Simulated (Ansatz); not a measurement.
## How the vibrations of Sn change with volume

These are results of Ansatz, DFT PBE, scalar-relativistic, plane waves, PAW, not measurements. Plane waves to 420 eV; Γ-centred k mesh 20×20×20; Fermi-Dirac smearing of 0.15 eV. No spin polarisation. Phonons by linear response, acoustic sum rule imposed.

Relaxed structure:
```yaml
crystal:
  lattice:
    - [-1.74178, 1.74178, 2.31068]
    - [1.74178, -1.74178, 2.31068]
    - [1.74178, 1.74178, -2.31068]
  atoms:
    - { symbol: Sn, position: [0.00000, 0.00000, 0.00000] }
```

In a metal, frequencies depend on the k mesh and the smearing, soft modes most. Some empty bands missed the eigensolver's threshold. Spin–orbit coupling is left out, which matters for heavy elements.

Cells at 0.98 and 1.02 times the equilibrium volume were relaxed in shape and atoms; γ = −d ln ν / d ln V, modes matched by rank. Linear response on a 2×2×2 q mesh; q in fractions of the reciprocal vectors.

(1) Give the frequencies (cm⁻¹) at the three volumes and the mode Grüneisen parameters.

(2) What pressures hold the two strained cells, and what bulk modulus follows?

## Answers

(1)
```tsv
q	0.98 V	V	1.02 V	γ	degeneracy
0.00 0.00 -0.50	≈0	10i	15i	–	1
0.00 0.00 -0.50	20	10	11i	–	1
0.00 0.00 -0.50	88	80	73	4.46	1
0.00 -0.50 0.00	22	23	24	-1.81	1
0.00 -0.50 0.00	36	33	31	3.82	1
0.00 -0.50 0.00	99	92	86	3.44	1
-0.50 -0.50 -0.50	49	37	29	13.29	2
-0.50 -0.50 -0.50	99	87	78	6.04	1
```

i marks imaginary modes: the cell is unstable against these displacements at V and 1.02 V, and γ isn't given for them.

(2) 0.94 GPa at 0.98 V and -0.87 GPa at 1.02 V, so B = −dP/d ln V ≈ 45 GPa.

This form isn't the element's structure at ambient conditions.